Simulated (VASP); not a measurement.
Runs of VASP 6.6.1 on Pd. Symmetry: Im-3m, No. 229, cubic system. Conventional cell: a = 3.086 Å, b = 3.086 Å, c = 3.086 Å, α = 90.00°, β = 90.00°, γ = 90.00°. Around Pd (site symmetry m-3m) lie 8 Pd at 2.67 Å. This isn't the form of Pd at room conditions, which is fcc.

| level | potentials or basis | k mesh | cutoff (eV) | mesh quality | gap on the mesh (eV) | pressure (GPa) | relaxed volume (Å³/atom) |
| --- | --- | --- | --- | --- | --- | --- | --- |
| PBEsol | VASP PAW PBE potentials, release 64 (Pd) | 18 × 18 × 18 | 580 | not flagged | none | 0.0 | 14.63 |
| LDA | VASP PAW LDA potentials, release 64 (Pd) | 18 × 18 × 18 | 600 | not flagged | none | 0.0 | (a) |
| PBEsol | VASP PAW PBE potentials, release 64 (Pd) | 6 × 6 × 6 | 600 | coarse | none | 0.0 | 14.59 |
| RPBE | VASP PAW PBE potentials, release 64 (Pd) | 18 × 18 × 18 | 600 | not flagged | none | 0.0 | 15.86 |
| PBEsol | VASP PAW PBE potentials, release 64 (Pd) | 18 × 18 × 18 | 600 | not flagged | none | 0.0 | 14.63 |

Alike in all rows: task relaxation of cell and atoms; no spin polarisation; cell relaxed; smearing gaussian 0.1 eV.

Fill in the values left out.

(a) 14.26.

Caveats: some runs use coarse meshes; the PAW data sets were made with another functional, which shifts forces and pressure a little (some runs).

A k mesh can miss the band edges, and the runs leave out spin-orbit coupling on Pd.

A gap of «none» marks a metal or a gap under the smearing width.

Runs at the PBE level aren't shown here.
